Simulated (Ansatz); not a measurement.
# Indium, diamond under RPBE: from relaxation to bulk modulus, part 2 of 2

The plan for indium in the diamond structure: relax it, solve it on a dense k-mesh, then scale the cell to 7 volumes from 88 to 112 % of the relaxed one and try a fit of the equation of state. Spin polarisation is left out. The k-meshes are 8×8×8 for the relaxation; 13×13×13 for the dense run; 9×9×9 for the volumes.

Ansatz 0.2.0; DFT, RPBE, plane waves (420 eV) with PAW, scalar-relativistic. Earlier steps stand in the parts before.

### Step 7. The cell scaled to 100 % of its volume

This is In in the diamond structure; at room conditions it is tetragonal.

The input, input.yaml:

```yaml
crystal:
  lattice:
    - [0.0, 3.4351190494, 3.4351190494]
    - [3.4351190494, 0.0, 3.4351190494]
    - [3.4351190494, 3.4351190494, 0.0]
  atoms:
    - { symbol: In, position: [0.125, 0.125, 0.125] }
    - { symbol: In, position: [0.875, 0.875, 0.875] }
hamiltonian:
  xc: rpbe
  pseudopotentials:
    kind: paw
    azcp:
      In: "pseudopotentials/In.paw.azcp"
basis:
  ecutwfc: 420
  fft_grid_basis: typed
kpoints:
  mp_grid: { grid: [9, 9, 9], shift: [0, 0, 0] }
magnetization:
  spin_polarized: false
scf:
  occupations: { method: fermi_dirac, width: 0.1 }
  lower_state_search: "off"
output:
  stress: true
```

Run with:

```sh
ansatz run input.yaml --threads 2 --pin off --max-ram 5120MiB --backend cpu --events-out ev --progress --plain --runs-dir out
```

Log (excerpt; [...] marks lines left out):

```text
Warning: RAYON_NUM_THREADS=2 ignored (pool sized by the plan → 2); use --threads N
[...]
Pseudopotentials: kind: paw
Pseudopotential: In, paw, valence charge 13, recommended cutoff 420 eV (normal), <dir>
Functional definition: RPBE
[...]
Crystal: 2 atoms, lattice volume = 81.069 Å³
Basis set: ecut = 420 eV, 1591 PW (Γ)
Bands: 17, of which v1, the nominal top of the filled ones, is band 13 counted from 1 (12 counted from 0)
Symmetry: 48 space group operations
Space group: Fd-3m (ITA 227), of the structure as read, at distance tolerance 4.3e-5 Å
k-points: 35 of 729
[...]
SCF iter   1: F=—  HF=-11211.951337 eV  |F-HF|=—  |Δ(HF+E_count)|=         —  Δρ=2.65e-3  dr2=4.02e-3  ethr=1.77e-3  ⟨swp⟩=5.9  Hψ=3024  notcnv=0
[...]
SCF iter   6: F=-11211.950159 eV  HF=-11211.950159 eV  |F-HF|=7.17e-9  |Δ(HF+E_count)|=   7.11e-7  Δρ=3.44e-6  dr2=6.49e-9  ethr=3.85e-10  ⟨swp⟩=4.9  Hψ=2198  notcnv=0
[...]
SCF converged after 6 iterations
Free energy (F): -11211.950159 eV
[...]
E sigma→0 (E₀):  -11211.918596 eV
Entropy (-TS):   -0.063126 eV (-31.563 meV/atom)
Fermi energy:    5.109171 eV
[...]
--- Stress (GPa, compression-positive) ---
       -0.040812       0.000000      -0.000000
       -0.000000      -0.040812       0.000000
        0.000000       0.000000      -0.040812
  P = ⅓ Tr σ = -0.0408 GPa (-0.408 kbar)
```

It took 0.79 s on 2 threads of Intel Xeon 6975P-C (Granite Rapids), shared host; peak memory 0.41 GiB.

### Step 8. The cell scaled to 104 % of its volume

input.yaml, as its differences from that of step 7:

```diff
@@ -2,5 +2,5 @@
   lattice:
-    - [0.0, 3.4351190494, 3.4351190494]
-    - [3.4351190494, 0.0, 3.4351190494]
-    - [3.4351190494, 3.4351190494, 0.0]
+    - [0.0, 3.4803231682, 3.4803231682]
+    - [3.4803231682, 0.0, 3.4803231682]
+    - [3.4803231682, 3.4803231682, 0.0]
   atoms:
```

Run with:

```sh
ansatz run input.yaml --threads 2 --pin off --max-ram 5120MiB --backend cpu --events-out ev --progress --plain --runs-dir out
```

Log (excerpt; [...] marks lines left out):

```text
Warning: RAYON_NUM_THREADS=2 ignored (pool sized by the plan → 2); use --threads N
[...]
[... 3 set-up lines as earlier in the session ...]
[...]
Crystal: 2 atoms, lattice volume = 84.312 Å³
Basis set: ecut = 420 eV, 1639 PW (Γ)
Bands: 17, of which v1, the nominal top of the filled ones, is band 13 counted from 1 (12 counted from 0)
[... 1 set-up line as earlier in the session ...]
Space group: Fd-3m (ITA 227), of the structure as read, at distance tolerance 4.4e-5 Å
k-points: 35 of 729
[...]
SCF iter   1: F=—  HF=-11211.944292 eV  |F-HF|=—  |Δ(HF+E_count)|=         —  Δρ=2.47e-3  dr2=3.74e-3  ethr=1.77e-3  ⟨swp⟩=5.8  Hψ=3014  notcnv=0
[...]
SCF iter   6: F=-11211.943363 eV  HF=-11211.943363 eV  |F-HF|=1.49e-8  |Δ(HF+E_count)|=   9.49e-7  Δρ=3.57e-6  dr2=7.92e-9  ethr=3.85e-10  ⟨swp⟩=4.9  Hψ=2202  notcnv=0
[...]
SCF converged after 6 iterations
Free energy (F): -11211.943363 eV
[...]
E sigma→0 (E₀):  -11211.909827 eV
Entropy (-TS):   -0.067071 eV (-33.536 meV/atom)
Fermi energy:    4.786323 eV
[...]
--- Stress (GPa, compression-positive) ---
       -0.593747      -0.000000       0.000000
       -0.000000      -0.593747      -0.000000
       -0.000000       0.000000      -0.593747
  P = ⅓ Tr σ = -0.5937 GPa (-5.937 kbar)
```

It took 0.87 s on 2 threads of Intel Xeon 6975P-C (Granite Rapids), shared host; peak memory 0.41 GiB.

### Step 9. The cell scaled to 108 % of its volume

input.yaml, as its differences from that of step 8:

```diff
@@ -2,5 +2,5 @@
   lattice:
-    - [0.0, 3.4803231682, 3.4803231682]
-    - [3.4803231682, 0.0, 3.4803231682]
-    - [3.4803231682, 3.4803231682, 0.0]
+    - [0.0, 3.5243825691, 3.5243825691]
+    - [3.5243825691, 0.0, 3.5243825691]
+    - [3.5243825691, 3.5243825691, 0.0]
   atoms:
@@ -26 +26,5 @@
   stress: true
+  write_density: true
+  write_potential: true
+  elf: true
+  volumetric_format: npy
```

Run with:

```sh
ansatz run input.yaml --threads 2 --pin off --max-ram 5120MiB --backend cpu --events-out ev --progress --plain --runs-dir out
```

Log (excerpt; [...] marks lines left out):

```text
Warning: RAYON_NUM_THREADS=2 ignored (pool sized by the plan → 2); use --threads N
[...]
[... 3 set-up lines as earlier in the session ...]
[...]
Crystal: 2 atoms, lattice volume = 87.555 Å³
Basis set: ecut = 420 eV, 1687 PW (Γ)
Bands: 17, of which v1, the nominal top of the filled ones, is band 13 counted from 1 (12 counted from 0)
[... 2 set-up lines as earlier in the session ...]
k-points: 35 of 729
[...]
SCF iter   1: F=—  HF=-11211.928157 eV  |F-HF|=—  |Δ(HF+E_count)|=         —  Δρ=2.33e-3  dr2=3.56e-3  ethr=1.77e-3  ⟨swp⟩=5.9  Hψ=3026  notcnv=0
[...]
SCF iter   6: F=-11211.927330 eV  HF=-11211.927330 eV  |F-HF|=2.41e-8  |Δ(HF+E_count)|=   1.07e-6  Δρ=3.89e-6  dr2=1.03e-8  ethr=3.85e-10  ⟨swp⟩=10.5  Hψ=4778  notcnv=0
[...]
SCF converged after 6 iterations
Free energy (F): -11211.927330 eV
[...]
E sigma→0 (E₀):  -11211.892589 eV
Entropy (-TS):   -0.069482 eV (-34.741 meV/atom)
Fermi energy:    4.488358 eV
[...]
--- Stress (GPa, compression-positive) ---
       -0.972807       0.000000      -0.000000
        0.000000      -0.972807      -0.000000
        0.000000      -0.000000      -0.972807
  P = ⅓ Tr σ = -0.9728 GPa (-9.728 kbar)
--- Band table (eV; the first three rows and the last of 35) ---
  k-point 0: bands = ["-10.1207", "-10.1207", "-10.1207", "-10.0749", "-10.0749", "-9.8006", "-9.8006", "-9.8006", "-9.7832", "-9.7832", "-2.8032", "5.3694", "6.3865", "6.3865", "6.3865", "8.0570", "8.0570"]
[...]
```

Wall time 1.2 s (2 threads of Intel Xeon 6975P-C (Granite Rapids), shared host); peak memory 0.42 GiB.

### Step 10. The cell scaled to 112 % of its volume

input.yaml, as its differences from that of step 9:

```diff
@@ -2,5 +2,5 @@
   lattice:
-    - [0.0, 3.5243825691, 3.5243825691]
-    - [3.5243825691, 0.0, 3.5243825691]
-    - [3.5243825691, 3.5243825691, 0.0]
+    - [0.0, 3.5673670806, 3.5673670806]
+    - [3.5673670806, 0.0, 3.5673670806]
+    - [3.5673670806, 3.5673670806, 0.0]
   atoms:
```

Run with:

```sh
ansatz run input.yaml --threads 2 --pin off --max-ram 5120MiB --backend cpu --events-out ev --progress --plain --runs-dir out
```

Log (excerpt; [...] marks lines left out):

```text
Warning: RAYON_NUM_THREADS=2 ignored (pool sized by the plan → 2); use --threads N
[...]
[... 3 set-up lines as earlier in the session ...]
[...]
Crystal: 2 atoms, lattice volume = 90.797 Å³
Basis set: ecut = 420 eV, 1807 PW (Γ)
Bands: 17, of which v1, the nominal top of the filled ones, is band 13 counted from 1 (12 counted from 0)
[... 1 set-up line as earlier in the session ...]
Space group: Fd-3m (ITA 227), of the structure as read, at distance tolerance 4.5e-5 Å
k-points: 35 of 729
[...]
SCF iter   1: F=—  HF=-11211.905176 eV  |F-HF|=—  |Δ(HF+E_count)|=         —  Δρ=2.22e-3  dr2=3.44e-3  ethr=1.77e-3  ⟨swp⟩=5.9  Hψ=3023  notcnv=0
[...]
SCF iter   6: F=-11211.904390 eV  HF=-11211.904390 eV  |F-HF|=2.20e-8  |Δ(HF+E_count)|=   1.09e-6  Δρ=3.91e-6  dr2=1.14e-8  ethr=3.85e-10  ⟨swp⟩=10.7  Hψ=4572  notcnv=0
[...]
SCF converged after 6 iterations
Free energy (F): -11211.904390 eV
[...]
E sigma→0 (E₀):  -11211.868981 eV
Entropy (-TS):   -0.070817 eV (-35.408 meV/atom)
Fermi energy:    4.215084 eV
[...]
--- Stress (GPa, compression-positive) ---
       -1.289432       0.000000       0.000000
        0.000000      -1.289432       0.000000
        0.000000      -0.000000      -1.289432
  P = ⅓ Tr σ = -1.2894 GPa (-12.894 kbar)
--- Band table (eV; the first three rows and the last of 35) ---
  k-point 0: bands = ["-10.3855", "-10.3855", "-10.3855", "-10.3430", "-10.3430", "-10.0925", "-10.0925", "-10.0925", "-10.0791", "-10.0791", "-2.9499", "4.8286", "6.0354", "6.0354", "6.0354", "7.6993", "7.6993"]
[...]
```

Run time: 1.2 s. Hardware: 2 threads of Intel Xeon 6975P-C (Granite Rapids), shared host; peak memory 0.42 GiB.

### Step 11. Energy and pressure against volume

The cell was scaled evenly, with its shape and the fractional positions fixed.

| V (Å³/atom) | E − E₀ (meV/atom) | P from the stress (GPa) | P from the fit (GPa) |
| --- | --- | --- | --- |
| 35.670 | 38.1 | 3.13 | 3.14 |
| 37.292 | 14.2 | 1.79 | 1.70 |
| 38.913 | 2.4 | 0.75 | 0.64 |
| 40.535 | 0.0 | -0.04 | -0.12 |
| 42.156 | 4.4 | -0.59 | -0.66 |
| 43.777 | 13.0 | -0.97 | -1.04 |
| 45.399 | 24.8 | -1.29 | -1.29 |

A third-order Birch-Murnaghan fit gives V₀ = 40.240 Å³/atom, B₀ = 16.9 GPa and B₀′ = 7.4; it misses no point by more than 0.17 meV/atom.

Fit and stress differ a little: one follows E(σ → 0), the other the smeared free energy.

### Step 12. Summary of results

The summary covers parts 1 to 2.

| quantity | value |
| --- | --- |
| space group (spins left aside) | Fd-3m (No. 227) |
| conventional cell | a = 6.870 Å |
| volume | 40.535 Å³/atom |
| shortest distance | 2.975 Å |
| gap on the mesh | none (levels filled in part) |
| relative to body-centred tetragonal | +309 meV/atom |
| V₀, B₀, B₀′ | 40.240 Å³/atom, 16.9 GPa, 7.4 |

From the guessed start the volume grew by 14.8 % in 5 steps. Against the reference form of indium (body-centred tetragonal, computed apart with the same settings) it stands 309 meV/atom higher. Levels at the Fermi energy are filled in part, as in a metal. The fitted modulus is 16.9 GPa, a soft solid. The symmetry was held, so the structure may be unstable against distortions that break it.
